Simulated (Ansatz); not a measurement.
Migration of H in ZrN

These are results of DFT PBE, scalar-relativistic, plane waves, PAW in Ansatz, not measurements. (420 eV cutoff, 4×4×4 k-mesh, Gaussian smearing of 0.10 eV, no spin polarisation)

Host crystal, relaxed:

```
Zr N
1.0
     0.00000    2.29730    2.29730
     2.29730    0.00000    2.29730
     2.29730    2.29730    0.00000
Zr N
1 1
Direct
  0.50000 0.50000 0.50000
  0.00000 0.00000 0.00000
```

In a supercell of 16 host sites, interstitial H hops to an equivalent place, moving 2.28 Å between the relaxed ends. Climbing-image nudged elastic band at fixed cell with images 0 (start) to 6 (end), the path measured over all atoms, converged to 0.05 eV/Å; the order of the saddle wasn't checked, and the small cell leaves errors of about a tenth of an eV. Zero-point motion and tunnelling, which matter for H, are left out.

Supercell rows in host cell vectors: -2 0 2; 0 -2 2; 0 0 2. H was set at (0.250, 0.250, 0.250) of the host cell.

At the relaxed start H has 4 Zr at 1.97 Å, 4 N at 2.10 Å.

A cell with an odd number of electrons and no spin polarisation is a metal by construction and may be lower with spin.

(1) What barrier does the band give, and what surrounds the atom at the top?

Answers

(1) 1.21 eV at image 3, where H has 2 Zr at 1.71 Å, 2 N at 1.82 Å.

Cost: 1 run of about 39 core-minutes, on Arm Neoverse N1 (shared hosts).